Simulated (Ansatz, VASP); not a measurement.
One calculation of ZnSe, two programs

```
CELL_PARAMETERS angstrom
0.00000 2.61834 2.61834
2.61834 0.00000 2.61834
2.61834 2.61834 0.00000
ATOMIC_POSITIONS crystal
Zn 0.00000 0.00000 0.00000
Se 0.75000 0.75000 0.75000
```

Alike in both runs: functional LDA; k mesh 8 × 8 × 8; no spin polarisation.

Ansatz relaxed the structure, and its values are those at the end. VASP's run is a single point on that final structure, the one shown.

|  | VASP | Ansatz |
| --- | --- | --- |
| version | VASP 6.6.1 | Ansatz 0.2.0 |
| potentials or method | VASP PAW LDA potentials, release 64 (Zn, Se) | scalar-relativistic, plane waves, PAW |
| plane-wave cutoff (eV) | 520 | 420 |
| occupations | gaussian, width 0.01 eV | fixed |
| valence electrons in the cell | 18 | 28 |

```tsv
	VASP	Ansatz	Ansatz less VASP
gap on the k mesh at the Fermi level (eV)	2.12	2.06	-0.055
least direct gap on the mesh (eV)	2.12	2.06	-0.055
pressure (GPa)	20.7	20.0	-0.75
```

The two sets of potentials don't hold the same shells in valence.

Caveats: so large a pressure means that the cell lies far from this level's equilibrium, or that cutoff or potentials fall short (VASP). LDA gaps usually lie below the measured ones, often by a third to a half. A k mesh can miss the band edges.
